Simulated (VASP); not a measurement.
WSe2, 3 atoms in the cell. The cell holds a sheet with vacuum, 3 atoms: a = 3.304 Å, b = 3.304 Å, c = 19.360 Å, α = 90.00°, β = 90.00°, γ = 120.00°. The cell was built by a generator and needn't be a form met in nature.

- Program: VASP 6.6.1
- Task: work function
- Functional: PBEsol
- Potentials or basis: VASP PAW PBE potentials, release 64 (Se, W_sv)
- Cutoff: 520 eV
- k mesh: 12 × 12 × 1
- Occupations: gaussian, width 0.03 eV
- Spin: no spin polarisation
- Dipole correction: yes
- Further INCAR settings: ALGO = Normal; EDIFF = 1e-06

Potentials or basis: VASP PAW PBE potentials, release 64 (Se, W_sv).

Run with:

```bash
$ cat potpaw_PBE.64/Se/POTCAR potpaw_PBE.64/W_sv/POTCAR > POTCAR
$ mpirun -np 4 vasp_std > vasp.out
```

Hardware: 4 MPI ranks on Intel(R) Xeon(R) Platinum 8559C (Emerald Rapids), with other jobs on the host.

Question: How long does it take, and how much memory?

Answer: It took 32 s on 4 MPI ranks on Intel(R) Xeon(R) Platinum 8559C (Emerald Rapids), with other jobs on the host, peak memory 0.35 GiB a rank. Counts: scf iterations 22, k points 19.
